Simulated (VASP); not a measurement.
Set up this calculation in VASP 6.6.1, as the native input.

```
Task                   : single point
Functional             : PBE
Potentials or basis    : VASP PAW PBE potentials, release 64 (C, H)
Cutoff                 : 520 eV
k mesh                 : 2 × 2 × 1
Occupations            : fermi-dirac, width 0.02 eV
Spin                   : no spin polarisation
Dipole correction      : no
Further INCAR settings : LREAL = Auto; ALGO = Fast; EDIFF = 1e-07; NBANDS = 55
```

The structure of H2C19 lies in POSCAR:

```
H2C19
1.0
    7.3980000000      0.0000000000      0.0000000000
   -3.6990000000      6.4068560000      0.0000000000
    0.0000000000      0.0000000000     12.0000000000
C H
19 2
Direct
   -0.0174416311     -0.0079800451      0.0803659167
    0.2060329374      0.1037582240      0.0803165000
   -0.0174285627      0.3260514986      0.0804001667
    0.2060537427      0.4377922650      0.0803850000
   -0.0269162895      0.6542798839      0.1127951667
    0.2156273053      0.7755468517      0.1128147500
    0.3206327785     -0.0021686144      0.0838284167
    0.5377065872      0.1032409656      0.0734675000
    0.3180178931      0.3267524664      0.0761514167
    0.5382730416      0.4368607629      0.0750259167
    0.3206205614      0.6582876219      0.0838634167
    0.5376748257      0.7699322413      0.0735050000
    0.6503749610     -0.0070686777      0.0750162500
    0.8705771834      0.1030364972      0.0761539167
    0.6509543763      0.3265932620      0.0734921667
    0.8680392429      0.4320165772      0.0838867500
    0.6509380034      0.6598241009      0.0734721667
    0.8680342058      0.7715206960      0.0838575000
    0.0944942057      0.7149589440      0.2213211667
    0.0944887293      0.5895462611      0.2687293333
    0.0944426065      0.8404367134      0.2686510000
```

The cell was built by a generator and needn't be a form met in nature.

These files were run (other wordings do the same):

INCAR

```
PREC = Accurate ; ENCUT = 520
EDIFF = 1E-7 ; ISMEAR = -1
SIGMA = 0.02 ; LREAL = Auto
LASPH = T ; NELM = 60
ALGO = Fast ; ISIF = 2
LWAVE = F ; LCHARG = F
GGA = PE ; NBANDS = 55
```

KPOINTS

```
regular mesh
0
Gamma
  2 2 1
```

Potentials or basis: VASP PAW PBE potentials, release 64 (C, H).

Command:

```sh
$ cat potpaw_PBE.64/C/POTCAR potpaw_PBE.64/H/POTCAR > POTCAR
$ mpirun -np 1 vasp_std > vasp.out
```

Results of the run:

- Largest force: 0.038 eV/Å
- Band gap on the k mesh: 0.15 eV, direct

Caveat: the k mesh is coarse (spacing up to 0.49 Å⁻¹), so the values aren't converged.

Wall time 2.6 min on 1 thread of Intel(R) Xeon(R) 6975P-C (Granite Rapids), with other jobs on the host, peak memory 0.62 GiB.
